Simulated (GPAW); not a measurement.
The system is La2O3.

```
La O
1.0
     3.93078    0.00000    0.00000
    -1.96539    3.40415    0.00000
     0.00000    0.00000    6.11195
La O
2 3
Direct
  0.33333 0.66667 0.24624
  0.66667 0.33333 0.75376
  0.00000 0.00000 0.00000
  0.33333 0.66667 0.64589
  0.66667 0.33333 0.35411
```

The cell is a database's computed one.

Base run:

```yaml
Program: GPAW 26.7.0
Functional: PBE
Potentials_or_basis: GPAW PAW data sets (gpaw-data 1.2.1)
Cutoff: 800 eV
Basis: pw
k_mesh: 5 × 5 × 3
Occupations: fermi-dirac, width 0.05 eV
Spin: no spin polarisation
```

Its results: band gap on the k mesh 4.03 eV, indirect (least direct gap 4.18 eV); pressure 2.2 GPa; largest force 0.041 eV/Å.

Problem. The run is repeated on the same cell with these changes: functional from PBE to LDA; potentials or basis from GPAW PAW data sets (gpaw-data 1.2.1) to the program's PAW data sets (release 1.2.1) made for this functional. What comes out?

Solution. Band gap on the k mesh 3.93 eV, indirect (least direct gap 4.05 eV); pressure -6.0 GPa; largest force 0.142 eV/Å.

Caveats: one-centre terms of the f shell are cut off; spin-orbit coupling is left out, which moves the levels of the heavy elements; the mesh misses the band edges, which the band path finds closer together.
